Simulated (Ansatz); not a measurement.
# Ga (Cmce) in Ansatz: further runs, part 2 of 2

Ansatz 0.2.0. Earlier steps stand in the parts before.

## Step 4: Relaxation of cell and atoms, PBEsol, target pressure 5 GPa, at which the enthalpy is minimised

File input.yaml:

```yaml
crystal:
  lattice:
    - [2.2615, -3.8305, 0.0]
    - [2.2615, 3.8305, 0.0]
    - [0.0, 0.0, 4.524]
  atoms:
    - { symbol: Ga, position: [0.3451, 0.6549, 0.419] }
    - { symbol: Ga, position: [0.1549, 0.8451, 0.919] }
    - { symbol: Ga, position: [0.6549, 0.3451, 0.581] }
    - { symbol: Ga, position: [0.8451, 0.1549, 0.081] }
hamiltonian:
  xc: pbesol
  pseudopotentials: { kind: paw }
kpoints:
  mp_grid: { grid: [7, 7, 6] }
scf:
  occupations: { method: fermi_dirac, width: 0.05 }
output:
  forces: true
  stress: true
  eigenvalues: true
  write_density: true
  write_potential: true
  elf: true
  volumetric_format: npy
relax:
  f_tol: 0.01
  max_steps: 40
  cell: { stress_tol: 0.05, p_target: 5.0 }
```

Potentials or basis: Ansatz PAW.

Launch:

```sh
$ ansatz run input.yaml --threads 2 --pin off --max-ram 5632MiB --backend cpu --events-out ev --progress --plain --runs-dir out
```

Standard output:

```text
Warning: RAYON_NUM_THREADS=2 ignored (pool sized by the plan → 2); use --threads N
Engine: ansatz 0.2.0, aarch64-unknown-linux-gnu
Pseudopotentials: kind: paw
Pseudopotential: Ga, paw, valence charge 13, recommended cutoff 420 eV (normal), Ga.paw.azcp
Functional definition: PBEsol
  exchange = pbesol_x
  correlation = pbesol_c
Crystal: 4 atoms, lattice volume = 78.380 Å³
Basis set: ecut = 420 eV, 1517 PW (Γ), exchange–correlation on 60×60×64 points (8 copies of the dense FFT grid, shifted against one another)
Bands: 32, of which v1, the nominal top of the filled ones, is band 26 counted from 1 (25 counted from 0)
Symmetry: 8 space group operations
Space group: Cmce (ITA 64), of the structure as read, at distance tolerance 4.3e-5 Å
k-points: 64 of 294
Non-local potential: Ga, projectors of the file, l = 0: 2, l = 1: 2, l = 2: 3, l = 3: 1
PAW form: soft (Blöchl's): semilocal exchange-correlation on the pseudo side does not see the compensation charge
PAW frozen core: Ga, regenerated for the run's functional, and the local potential with it (the file was generated under x = pbe(κ = 0.804, μ = 0.2195149727645171), c = pbe(β = 0.06672455060314922))
PAW one-centre angular grid: Ga, 590 points (default); XC on 64 Gauss nodes
Initial density: superposition of atomic densities (neutral atoms: chi_scale 0, normalization atom), corrected by the library's trained network
Initial wavefunctions: pseudopotential atomic-orbital guess
Functional: x = pbesol(κ = 0.804, μ = 0.12345679012345678), c = pbesol(β = 0.046)
SCF iter   1: F=—  HF=-14972.789918 eV  |F-HF|=—  |Δ(HF+E_count)|=         —  Δρ=1.97e-3  dr2=3.33e-3  ethr=1.77e-3  ⟨swp⟩=5.9  Hψ=7918  notcnv=0  defer=4
preconditioner: auto → Kerker (q_TF=auto, 2.548 Å⁻¹)  [metal: Δε(μ)=0.036 eV  Ē_g=16.039 eV  σ=0.050 eV  W_gap=0.18  n_scr=20 (ndim 8)  ℏωp=30.2 eV  f_vac=0.006  D(μ)=1.10/eV (n_scr^D=2)]
SCF iter   2: F=—  HF=-14972.785779 eV  |F-HF|=—  |Δ(HF+E_count)|=   4.14e-3  Δρ=1.25e-3  dr2=1.48e-3  ethr=6.40e-6  ⟨swp⟩=2.3  Hψ=3992  notcnv=0  defer=5
SCF iter   3: F=—  HF=-14972.785509 eV  |F-HF|=—  |Δ(HF+E_count)|=   2.70e-4  Δρ=3.79e-4  dr2=2.32e-4  ethr=2.84e-6  ⟨swp⟩=2.8  Hψ=3768  notcnv=0  defer=5
SCF iter   4: F=—  HF=-14972.785501 eV  |F-HF|=—  |Δ(HF+E_count)|=   8.70e-6  Δρ=2.57e-4  dr2=6.73e-5  ethr=4.46e-7  ⟨swp⟩=2.0  Hψ=3615  notcnv=0  defer=5
SCF iter   5: F=—  HF=-14972.785468 eV  |F-HF|=—  |Δ(HF+E_count)|=   3.22e-5  Δρ=2.58e-4  dr2=2.47e-5  ethr=1.29e-7  ⟨swp⟩=2.0  Hψ=3674  notcnv=0  defer=5
SCF iter   6: F=—  HF=-14972.785455 eV  |F-HF|=—  |Δ(HF+E_count)|=   1.32e-5  Δρ=4.43e-5  dr2=1.12e-6  ethr=4.76e-8  ⟨swp⟩=2.0  Hψ=3283  notcnv=0  defer=5
SCF iter   7: F=—  HF=-14972.785455 eV  |F-HF|=—  |Δ(HF+E_count)|=   4.55e-7  Δρ=2.22e-5  dr2=2.08e-7  ethr=2.15e-9  ⟨swp⟩=2.0  Hψ=3674  notcnv=0  defer=5
SCF iter   8: F=-14972.785455 eV  HF=-14972.785455 eV  |F-HF|=1.04e-7  |Δ(HF+E_count)|=   7.83e-8  Δρ=1.16e-5  dr2=5.51e-8  ethr=1.92e-10  ⟨swp⟩=8.8  Hψ=12857  notcnv=0
SCF 1 converged in 8 iterations: F = -14972.785455 eV  dr2 = 5.51e-8
relax step   1: F+E_penalty+E_count = -14972.78545465 eV  Δ(F+E_penalty+E_count) = +0.000e0 eV  max|allowed force component| = 1.166e-1 eV/Å  Δτ_max = 0.0000 Å  P = -1.578 GPa  Ω = 78.380 Å³  (8 SCF iters, dr2 threshold 1.00e-7 eV, accepted)
Crystal: 4 atoms, lattice volume = 70.589 Å³
Basis set: ecut = 420 eV, 1369 PW (Γ), exchange–correlation on 60×60×64 points (8 copies of the dense FFT grid, shifted against one another)
Initial density: handed on by an earlier stage of this run
Initial wavefunctions: those handed on with the density
[... 52 lines left out ...]
SCF iter   5: F=—  HF=-14972.732114 eV  |F-HF|=—  |Δ(HF+E_count)|=   5.50e-8  Δρ=1.40e-6  dr2=1.55e-9  ethr=5.75e-11  ⟨swp⟩=2.0  Hψ=3716  notcnv=0
SCF iter   6: F=—  HF=-14972.732114 eV  |F-HF|=—  |Δ(HF+E_count)|=  1.98e-10  Δρ=3.72e-7  dr2=1.80e-10  ethr=2.98e-12  ⟨swp⟩=2.3  Hψ=3689  notcnv=0
SCF iter   7: F=-14972.732114 eV  HF=-14972.732114 eV  |F-HF|=3.64e-12  |Δ(HF+E_count)|=  3.09e-11  Δρ=1.02e-7  dr2=9.97e-12  ethr=1.00e-12  ⟨swp⟩=5.5  Hψ=9045  notcnv=0
SCF 6 converged in 7 iterations: F = -14972.732114 eV  dr2 = 9.97e-12
relax step   6: F+E_penalty+E_count = -14972.73211410 eV  Δ(F+E_penalty+E_count) = +1.885e-3 eV  max|allowed force component| = 9.461e-4 eV/Å  Δτ_max = 0.0000 Å  P = +4.994 GPa  Ω = 71.097 Å³  stress off target by 1.98e-2 GPa  SCF on the basis re-selected at this cell (its energy is not comparable with the rows above)  (7 SCF iters)
basis re-selected at this cell: Δ(F+E_penalty+E_count) = +1.885e-3 eV, ΔP = -0.000 GPa vs the last step (what re-selecting the basis moved, of the pressure what is left beyond the Pulay correction that the steps carried, after the strain that the cell walked since its last selection, with what the two solves' SCF thresholds leave and, on support functions, any second-order correction that the steps lacked; it is no measure of the basis error at this ecutwfc). The dense FFT grid was sized anew with the basis: this SCF ran on 30×30×30 points, the steps before it on 30×30×32, so part of this shift can come from that change (see relax.cell in the input reference). This SCF's stress stands 1.98e-2 GPa from its target on what of the cell is left free (relax.cell.stress_tol is 5.00e-2 GPa) and its largest allowed force component is 9.46e-4 eV/Å (relax.f_tol is 1.00e-2 eV/Å): within both
SCF converged after 7 iterations
Free energy (F): -14972.732114 eV
Harris-Foulkes:  -14972.732114 eV  (|F-HF|=3.64e-12)
Internal energy: -14972.727324 eV  (E = F + TS)
E sigma→0 (E₀):  -14972.729719 eV
Entropy (-TS):   -0.004790 eV (-1.198 meV/atom)
Fermi energy:    10.260881 eV
--- Per-component energies (eV) ---
  E_band       = -126.391029
  E_kinetic    = 466.476373
  E_local      = -7333.202274  (includes V_loc(G=0)·N_el)
  E_nonlocal   = 1695.269140
  E_hartree    = 3454.724361
  E_xc         = -278.092274
  E_vxc        = -237.293002  (∫ρ·V_xc dr)
  E_paw        = -7787.502247  (= ΣΔE_a)
  E_vpaw       = -1627.089474  (= ΣTr[D̂ρ^β])
  E_aug_tail   = -0.000496  (compensation charges beyond the density's cutoff)
  E_ewald      = -5193.851819
  E_core_change = 3.451911  (= ΣΔE_core)
  E_smearing   = -0.004790  (= −TS)
  E_closure    = -0.000000  (closes the sum)
  Σ components = -14972.732114   (vs F -14972.732114, Δ=0.00e0)
--- Forces (eV/Å), atoms counted from 1 ---
  atom   1  Ga     0.00000000    -0.00094611    -0.00081212
  atom   2  Ga    -0.00000000     0.00094611    -0.00081212
  atom   3  Ga    -0.00000000     0.00094611     0.00081212
  atom   4  Ga     0.00000000    -0.00094611     0.00081212
  max |Σ_I F_I| component: 5.55e-17 eV/Å
--- Stress (GPa, compression-positive) ---
        4.998795      -0.000000      -0.000000
       -0.000000       4.980239      -0.000000
       -0.000000      -0.000000       5.003383
  P = ⅓ Tr σ = 4.9941 GPa (49.941 kbar)
--- Band table (eV; the first three rows and the last of 64) ---
  k-point 0: bands = ["-5.0905", "-5.0703", "-5.0166", "-5.0043", "-4.9984", "-4.9612", "-4.8955", "-4.8131", "-4.7806", "-4.7732", "-4.7556", "-4.7366", "-4.7200", "-4.6833", "-4.6375", "-4.5854", "-4.5213", "-4.5136", "-4.4608", "-4.3898", "-1.5850", "5.8468", "6.0860", "8.3711", "8.9635", "9.2623", "11.1956", "11.2610", "11.3017", "15.8907", "15.8957", "17.2118"]
  k-point 1: bands = ["-5.0788", "-5.0731", "-5.0201", "-5.0131", "-4.9962", "-4.9513", "-4.8892", "-4.8642", "-4.7957", "-4.7757", "-4.7318", "-4.7233", "-4.6972", "-4.6705", "-4.6642", "-4.5612", "-4.5189", "-4.5131", "-4.4655", "-4.4015", "-1.3666", "3.7758", "8.2283", "8.5932", "9.1550", "9.4247", "10.9995", "11.3412", "11.8810", "14.4901", "14.7731", "15.6995"]
  k-point 2: bands = ["-5.0688", "-5.0401", "-5.0324", "-5.0250", "-4.9876", "-4.9690", "-4.9182", "-4.8658", "-4.8274", "-4.8000", "-4.7257", "-4.6894", "-4.6867", "-4.6754", "-4.6143", "-4.5297", "-4.5189", "-4.5086", "-4.4786", "-4.4382", "-0.7104", "1.8879", "9.2346", "9.7264", "9.8524", "9.9685", "11.1036", "11.1068", "11.9905", "13.8492", "13.8542", "14.2029"]
  k-point 63: bands = ["-5.0974", "-5.0974", "-5.0107", "-5.0107", "-4.9913", "-4.9913", "-4.9335", "-4.9335", "-4.7837", "-4.7837", "-4.6878", "-4.6878", "-4.6225", "-4.6225", "-4.6084", "-4.6084", "-4.4997", "-4.4997", "-4.4629", "-4.4629", "1.9892", "1.9892", "4.7862", "4.7862", "8.8697", "8.8697", "9.5153", "9.5153", "16.8809", "16.8809", "18.6551", "18.6551"]
--- Relaxed structure (5 steps of the walk, 5 accepted, 1 SCFs on fresh bases) ---
  F+E_penalty+E_count = -14972.73211410 eV   max|allowed force component| = 9.461e-4 eV/Å   (the final SCF, on the basis selected at the relaxed cell)
  cell:  # Å, volume = 71.0974 Å³
    - [2.157579798587427, -3.7218179583058726, 2.142366583462112e-33]
    - [2.157579798587427, 3.7218179583058726, -6.157612105779554e-34]
    - [1.5269428934176263e-33, -1.628739086312135e-33, 4.426923607610441]
  atoms:
    - { symbol: Ga, position: [0.34471472475387455, 0.6552852752461253, 0.41638665983585066] }
    - { symbol: Ga, position: [0.15528527524612534, 0.8447147247538745, 0.9163866598358508] }
    - { symbol: Ga, position: [0.6552852752461253, 0.34471472475387455, 0.5836133401641493] }
    - { symbol: Ga, position: [0.8447147247538745, 0.15528527524612534, 0.08361334016414938] }
```

rho_z.tsv:

```text
# z_ang	rho[e/angstrom^3]
# format = ansatz-planar-average/11
# lattice	2.157579799	-3.721817958	0.000000000
# lattice	2.157579799	3.721817958	-0.000000000
# lattice	0.000000000	-0.000000000	4.426923608
# sites	4
# site	31	2.157579799	1.155887052	1.843311934
# site	31	2.157579799	2.565930906	4.056773738
# site	31	2.157579799	-1.155887052	2.583611673
# site	31	2.157579799	-2.565930906	0.370149869
0.000000	7.657380e-1
0.147564	9.236710e-1
0.295128	1.185409e0
0.442692	1.157809e0
0.590256	8.136414e-1
0.737821	4.743170e-1
[... 22 lines left out ...]
4.131795	1.185409e0
4.279359	9.236710e-1
```

Wall time 38 s (2 threads of Arm Neoverse V1, shared host); peak memory 0.43 GiB.

What came out:

```yaml
Free_energy: -14972.7321 eV
Relaxed_volume: 17.77 Å³/atom
Relaxed_cell: a = 4.302 Å, b = 4.302 Å, c = 4.427 Å, α = 90.00°, β = 90.00°, γ = 119.80°
Space_group_after_relaxing_to_0.05_Å: Cmce (No. 64)
Energy_change_on_relaxing_the_enthalpy_is_what_falls: +13.3 meV/atom
Ionic_steps: 6
Pressure_after_relaxing: 5.0 GPa
Band_gap_on_the_k_mesh: none (metal or under the smearing width)
```

Step by step:
```tsv
step	energy change (eV)	largest force (eV/Å)	volume (Å³)
1	0.0000	0.1247	78.38
2	0.0739	0.1511	70.59
3	0.0506	0.0281	71.15
4	0.0520	0.0167	71.08
5	0.0515	0.0012	71.10
6	0.0533	0.0012	71.10
```

Final structure:
```
CELL_PARAMETERS angstrom
2.15758 -3.72182 0.00000
2.15758 3.72182 0.00000
0.00000 0.00000 4.42692
ATOMIC_POSITIONS crystal
Ga 0.34471 0.65529 0.41639
Ga 0.15529 0.84471 0.91639
Ga 0.65529 0.34471 0.58361
Ga 0.84471 0.15529 0.08361
```

Caveat: the plane-wave basis is chosen anew once the cell has moved, so the energies of steps on either side of that aren't comparable; the PAW data sets come from PBE, with cores solved anew for the run's functional, which leaves a small shift of forces and pressure.

## Step 5: Summary

| cell | target pressure (GPa) | gap on the mesh (eV) | pressure (GPa) |
| --- | --- | --- | --- |
| relaxed | 0 | none | 0.0 |
| relaxed to 2 GPa | 2 | none | 2.0 |
| relaxed to 5 GPa | 5 | none | 5.0 |

Alike in all rows: task relaxation of cell and atoms; level PBEsol; potentials or basis Ansatz PAW; no spin polarisation; k mesh 7 × 7 × 6; cutoff (eV) 420; smearing fermi-dirac 0.05 eV.

Caveats: the plane-wave basis is chosen anew once the cell has moved, so the energies of steps on either side of that aren't comparable; the PAW data sets come from PBE, with cores solved anew for the run's functional, which leaves a small shift of forces and pressure.

Total energies depend on the potentials used, so only differences within one code and one set of settings carry meaning.
